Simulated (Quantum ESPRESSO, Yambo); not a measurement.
Planning a run of Yambo 5.3.0 on LiH (Fm-3m). The input:

```
optics
bss
bse
em1s
dipoles
rim_cut
RandQpts= 1000000
RandGvec= 1 RL
Chimod= "HARTREE"
BSKmod= "SEX"
BSEmod= "coupling"
BSSmod= "d"
BSENGexx= 30 Ry
BSENGBlk= 6 Ry
% BSEQptR
 1 | 1 |
%
% BSEBands
 1 | 4 |
%
% BEnRange
 0 | 8 | eV
%
% BDmRange
 0.1 | 0.1 | eV
%
BEnSteps= 161
% BLongDir
 1 | 0 | 0 |
%
% BndsRnXs
 1 | 34 |
%
NGsBlkXs= 6 Ry
% LongDrXs
 1 | 1 | 1 |
%
% KfnQP_E
 1.939 | 1.0 | 1.0 |
%
WRbsWF
```

The database entry behind the starting cell differs from later determinations by our own check (the deuteride, about 0.2 % short), so it need not match the best structure at ambient conditions.

```sh
OMP_NUM_THREADS=1 mpirun -n 4 yambo -F bse7.in -J bse7,bse4_W -C bse7 > bse7.log
```

The stored states that it reads are on a 8×8×8 mesh. The structure is cubic, space group Fm-3m (No. 225). Conventional cell: a = 4.074 Å, b = 4.074 Å, c = 4.074 Å, α = 90.00°, β = 90.00°, γ = 90.00°. Nearest to Li lie 6 H at 2.04 Å. Nearest to H lie 6 Li at 2.04 Å. Farther neighbours are not listed.

Q: How long will it take on 4 MPI ranks of Arm Neoverse V2, shared host, and how much memory?

It took 4.2 min; on shared hardware allow 2.1 min to 8.3 min. Peak host memory was 5.1 GiB.

The kernel grows as the square of the matrix size, and full diagonalisation as its cube.

[Paths, hosts, dates, memory and timing lines, banners, echoed tables and standing remarks are left out of the program output.]

[Logs are printed without paths, hosts, clocks, repeated set-up lines and the standing remarks that a program may print on its own settings, such as how far it seeks lower states.]

[Runs of the session that timed out or met a known fault of the program may be left out.]

[Hosts, paths, dates, database ids (printed as entryN), source tags and the programs' standing remarks are cut or masked in the printed files.]
